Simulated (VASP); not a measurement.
Crystal: Ir.

```
CELL_PARAMETERS angstrom
-1.52549 1.52549 1.52549
1.52549 -1.52549 1.52549
1.52549 1.52549 -1.52549
ATOMIC_POSITIONS crystal
Ir 0.00000 0.00000 0.00000
```

This isn't the form of Ir at room conditions, which is fcc.

- Program: VASP 6.6.1
- Task: relaxation of cell and atoms
- Functional: PBEsol
- Potentials or basis: VASP PAW PBE potentials, release 64 (Ir)
- Cutoff: 300 eV
- k mesh: 20 × 20 × 20
- Occupations: gaussian, width 0.1 eV
- Spin: no spin polarisation

At the start: pressure 9.3 GPa; volume 14.20 Å³/atom.

Q: How do energy, volume and symmetry change on relaxing?

A: Over 4 steps the energy falls by 10.2 meV/atom and the volume is 14.56 Å³/atom (+2.5 %); space group Im-3m (No. 229, to 0.05 Å).

Step by step:
```csv
step,energy change (eV),largest force (eV/Å),pressure (GPa),volume (Å³)
1,0.0000,0.0000,9.33,14.20
2,0.1128,0.0000,-25.40,15.97
3,-0.0102,0.0000,-0.36,14.57
4,-0.0102,0.0000,-0.02,14.56
```

Final structure:
```yaml
crystal:
  lattice:
    - [-1.53829, 1.53829, 1.53829]
    - [1.53829, -1.53829, 1.53829]
    - [1.53829, 1.53829, -1.53829]
  atoms:
    - { symbol: Ir, position: [0.00000, 0.00000, 0.00000] }
```

Caveat: the PAW data sets were made with another functional, which shifts forces and pressure a little.
